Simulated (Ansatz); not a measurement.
**Defect calculation, host BN**

Theory: Ansatz, DFT PBE+D3(BJ), scalar-relativistic, plane waves, PAW. Settings: 420 eV cutoff, 2×2×2 k-mesh, shifted by half a step, Gaussian smearing of 0.01 eV, collinear spin in charge 0 alone.

Host crystal, relaxed:

```
B N
1.0
     1.25306    0.72345    3.29488
    -1.25306    0.72345    3.29488
     0.00000   -1.44691    3.29488
B N
1 1
Direct
  0.99970 0.99970 0.99970
  0.33274 0.33274 0.33274
```

Supercell of 32 atoms, rows in host cell vectors: -1 3 -1; -1 -1 3; 3 -1 -1. Atoms relax at the host's cell from a start displaced at random by 0.06 Å near the defect, so other minima may exist. The cell is small, so energies carry finite-size errors of tenths of an eV. The host's Kohn–Sham gap is 4.16 eV. Atoms are taken from and returned to the elements' standard states. Charged cells are corrected for image charges with the computed static dielectric tensor (mean 5.4) and aligned with the host's potential at far atoms (alignment terms reach 0.17 eV; the program doubts the alignment in some charges, where it is up to 0.17 eV). No band-filling term is added, and the Fermi level counts from the host's valence band top.

The defect is an interstitial at (0.188, 0.500, 0.812) of the host cell.

| charge | E_f at the valence band top (eV) | over the neutral state (eV) | moment (μB) | largest move (Å) | atoms near the site |
| --- | --- | --- | --- | --- | --- |
| +1 | -0.26 | -2.65 | 0.00 | 2.27 | 1 N at 1.05 Å, 2 B at 1.98 Å, 1 B at 1.99 Å, 1 B at 2.07 Å, 3 N at 2.48 Å |
| 0 | 2.39 | 0.00 | 1.00 | 0.88 | 1 B at 1.33 Å |
| -1 | 4.08 | 1.70 | 0.00 | 0.87 | 1 B at 1.21 Å |

Among the charges computed the stable one is +1 at the valence band top, changing to -1 at 2.17 eV. Other sites of the defect weren't tried.

(1) Which element is it? Judge by the nearest distance in charge 0 and covalent radii.
A. Mo
B. Cu
C. H
D. Ba
E. Co

## Answers

(1) C. The nearest neighbour is B at 1.33 Å, and the summed covalent radii with B are 2.99 Å for Ba, 2.10 Å for Co, 2.16 Å for Cu, 1.15 Å for H, 2.38 Å for Mo, so H fits best. Bonds can miss such sums by a tenth of an ångström or more.

This form isn't the usual stable structure of the compound.